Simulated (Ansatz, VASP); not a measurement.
# C in VASP and in Ansatz

File INCAR:

```
SYSTEM = C
  PREC = Accurate
  ENCUT = 520
  EDIFF = 1E-6
  ISMEAR = 0
  SIGMA = 0.05
  LREAL = .FALSE.
  LASPH = .TRUE.
  NELM = 100
  ALGO = Normal
  ISIF = 2
  LWAVE = .FALSE.
  LCHARG = .FALSE.
  GGA = CA
  NBANDS = 11
```

File KPOINTS:

```
regular mesh
0
G
  14 14 14
  0 0 0
```

POSCAR

```
C
1.0
    0.0000000000      2.4460500000      3.3480000000
    1.4122000000      0.0000000000      3.3480000000
    1.4122000000      2.4460500000      0.0000000000
C
2
Direct
    0.1666700000      0.8333300000      0.1666700000
    0.8333300000      0.1666700000      0.8333300000
```

Input for Ansatz:

```yaml
crystal:
  lattice:
    - [0.0, 2.44605, 3.348]
    - [1.4122, 0.0, 3.348]
    - [1.4122, 2.44605, 0.0]
  atoms:
    - { symbol: C, position: [0.16667, 0.83333, 0.16667] }
    - { symbol: C, position: [0.83333, 0.16667, 0.83333] }
basis:
  ecutwfc: 420
kpoints:
  mp_grid: { grid: [14, 14, 14] }
hamiltonian:
  xc: lda
scf:
  occupations: { method: gaussian, width: 0.05 }
output:
  forces: true
  stress: true
  eigenvalues: true
  write_density: true
  write_potential: true
  elf: true
  volumetric_format: npy
```

Change from the starting cell: strain +0.1500 x Voigt [1, 1, 0, 0, 0, 0], atoms carried along.

Alike in both runs: task single point; functional LDA; k mesh 14 × 14 × 14; occupations gaussian, width 0.05 eV; no spin polarisation.

|  | VASP | Ansatz |
| --- | --- | --- |
| version | VASP 6.6.1 | Ansatz 0.2.0 |
| potentials or method | VASP PAW LDA potentials, release 64 (C) | scalar-relativistic, plane waves, PAW |
| plane-wave cutoff (eV) | 520 | 420 |
| valence electrons in the cell | 8 | 8 |

Ansatz gave:

```
gap on the k mesh at the Fermi level (eV)       : none
pressure (GPa)                                  : -64.8
largest component of the traceless stress (GPa) : 65.32
rms of the force components (eV/Å)              : 0.008
```

Task: What did VASP give for the same quantities?

Result: gap on the k mesh at the Fermi level (eV): none; pressure (GPa): -64.4; largest component of the traceless stress (GPa): 64.94; rms of the force components (eV/Å): 0.008.

Atom by atom the forces differ by 0.000 eV/Å (rms over components). A gap of «none» marks a metal or a gap that the smearing closes.

Caveats: the cell as given lies far from equilibrium; so large a pressure means that the cell lies far from this level's equilibrium, or that cutoff or potentials fall short (VASP).
